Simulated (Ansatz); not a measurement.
Crystal: Ir.

```
Ir
1.0
     0.00000    1.91560    1.91560
     1.91560    0.00000    1.91560
     1.91560    1.91560    0.00000
Ir
1
Direct
  0.00000 0.00000 0.00000
```

```yaml
Program: Ansatz 0.2.0
Task: single point
Functional: PBE
Potentials_or_basis: Ansatz PAW
Cutoff: "420 eV (not typed: the program's choice for these potentials)"
k_mesh: 12 × 12 × 12
Occupations: fermi-dirac, width 0.05 eV
Spin: no spin polarisation
```

On this cell: pressure 11.2 GPa; band gap on the k mesh none (metal or under the smearing width).

The same run follows on a disturbed copy (cell strained at random at fixed volume):

```
Ir
1.0
    -0.00903    1.95837    1.93892
     1.89839    0.02290    1.90699
     1.89968    1.92773    0.02161
Ir
1
Direct
  0.99766 0.99684 0.98575
```

**Question.** What changes?

**Answer.** The energy (extrapolated to zero smearing) moves by +13.0 meV/atom; pressure 11.5 GPa; band gap on the k mesh none (metal or under the smearing width).

Stress tensor (GPa, compression positive):
```
13.72  1.26  1.76
 1.26  8.40 -8.47
 1.76 -8.47 12.49
```
